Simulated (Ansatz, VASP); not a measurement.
# One calculation of CuO, two programs

```
Cu O
1.0
     1.95115   -2.11048    0.00000
     1.95115    2.11048    0.00000
     0.00000    0.00000    5.15593
Cu O
2 2
Direct
  0.50000 0.00000 0.00000
  0.00000 0.50000 0.50000
  0.50000 0.50000 0.25000
  0.50000 0.50000 0.75000
```

Measurements of this composition are mostly on another form, of space group No. 15.

Alike in both runs: functional PBEsol; k mesh 8 × 8 × 5; occupations fermi-dirac, width 0.05 eV; no spin polarisation.

|  | VASP | Ansatz |
| --- | --- | --- |
| version | VASP 6.6.1 | Ansatz 0.2.0 |
| potentials or method | VASP PAW PBE potentials, release 64 (Cu, O) | Ansatz PAW |
| plane-wave cutoff (eV) | 520 | 420 |
| valence electrons in the cell | 34 | 50 |
| task | single point | band structure |

Ansatz gave:

* gap on the k mesh at the Fermi level (eV): none
* pressure (GPa): -0.5
* largest component of the traceless stress (GPa): 1.98

Problem. Which values does VASP return?

Solution. gap on the k mesh at the Fermi level (eV): none; pressure (GPa): 0.2; largest component of the traceless stress (GPa): 1.66.

A gap of «none» marks a metal or a gap that the smearing closes. The two sets of potentials don't hold the same shells in valence.

Caveats: the run has no spin polarisation, though such a crystal can be magnetic; semilocal functionals often make such compounds metallic where correlation or magnetic order opens a gap, which also shifts bond lengths; the PAW data sets were made with another functional, which shifts forces and pressure a little (VASP); the pressure holds a Pulay correction of +0.7 GPa for the finite cutoff (Ansatz); the PAW data sets come from PBE, with cores solved anew for the run's functional, which leaves a small shift of forces and pressure (Ansatz).
